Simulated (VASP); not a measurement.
# Ge and the effect of the strain (εxy = 0.5 s)

```
Ge
1.0
     2.71047    0.00000    0.00000
     0.00000    2.71047    0.00000
     0.00000    0.00000    2.71047
Ge
1
Direct
  0.00000 0.00000 0.00000
```

This isn't the form of Ge at room conditions, which is diamond.

Kept alike: task single point; functional PBE; k mesh 10 × 10 × 10; occupations fermi-dirac, width 0.05 eV; no spin polarisation. Program: VASP, PBE PAW files Ge_d, 520 eV. The mesh is that of the run's cell of 1 atom. No spin-orbit coupling.

| s | stress xy (GPa) | free energy over the lowest row (meV/atom) |
| --- | --- | --- |
| -0.04 | 0.79 | 1.61 |
| -0.02 | 0.29 | 0.35 |
| -0.01 | 0.14 | 0.09 |
| 0 | 0.00 | 0.00 |
| 0.01 | -0.14 | 0.09 |
| 0.02 | -0.29 | 0.35 |
| 0.04 | -0.79 | 1.61 |

Stress is positive in compression; the values hold the error of the finite cutoff, so their zero can differ a little from the energy's minimum. The cell shown is the unstrained one; x, y and z are its Cartesian axes; atoms keep their fractions. For a metal such a mesh leaves the last digits unconverged. Shear stress takes the same sign, opposite to σ = Cε, so its slope is minus the stiffness.

The stress xy falls from 0.79 to -0.79 GPa between -0.04 and 0.04. A parabola through the five rows nearest s = 0 has a slope of -14 GPa per unit of s at s = 0, so the stiffness that links it to this strain is about 14 GPa; the fractions stay fixed. The free energy is lowest at 0, and 1.61 meV an atom higher at -0.04; 0.04.
